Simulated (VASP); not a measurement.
A run of VASP 6.6.1:

File INCAR:

```
SYSTEM = MnS
PREC     = Accurate       ! precision mode
ENCUT    = 520            ! plane-wave cutoff, eV
EDIFF    = 1E-6           ! SCF threshold, eV
ISMEAR   = 0              ! smearing method
SIGMA    = 0.05           ! smearing width, eV
LREAL    = .FALSE.        ! projectors in reciprocal space
LASPH    = .TRUE.         ! aspherical terms in the spheres
NELM     = 150            ! most SCF steps
ALGO     = Normal         ! electronic algorithm
ISIF     = 2              ! what is computed and relaxed
LWAVE    = .FALSE.        ! write WAVECAR
LCHARG   = .TRUE.         ! write CHGCAR
ISPIN    = 2              ! spin polarisation
MAGMOM   = 5 5 0 0        ! initial moments
LORBIT   = 11             ! projections on sites
LMAXMIX  = 4              ! l up to which the mixer works
LDAU     = .TRUE.         ! DFT+U
LDAUTYPE = 2            
LDAUL    = 2 -1           ! shell
LDAUU    = 7 0            ! U, eV
LDAUJ    = 0 0          
LDAUPRINT= 1            
GGA      = PS             ! functional
LELF     = .TRUE.         ! ELF
LVHAR    = .TRUE.       
NBANDS   = 31             ! bands
```

The input KPOINTS:

```
Automatic mesh
0
G
  6 6 6
  0 0 0
```

POSCAR

```
MnS
1.0
    0.0000000000      2.6122498900      2.6122498900
    5.2244997800      2.6122498900      2.6122498900
    5.2244997800      5.2244997800      0.0000000000
Mn S
2 2
Direct
    0.0000000000      0.0000000000      0.0000000000
    0.0000000000      0.0000000000      0.5000000000
    0.5000000000      0.5000000000      0.0000000000
    0.5000000000      0.5000000000      0.5000000000
```

Potentials or basis: VASP PAW PBE potentials, release 64 (Mn_pv, S).

Command:

```console
$ cat potpaw_PBE.64/Mn_pv/POTCAR potpaw_PBE.64/S/POTCAR > POTCAR
$ mpirun -np 1 vasp_std > vasp.out
```

Hardware: 1 thread of Intel(R) Xeon(R) 6975P-C (Granite Rapids), on a shared host.

Estimate the wall time of this run.

Run time: 2.3 min on 1 thread of Intel(R) Xeon(R) 6975P-C (Granite Rapids), with other jobs on the host, peak memory 0.38 GiB. Counts: scf iterations 15, k points 40.
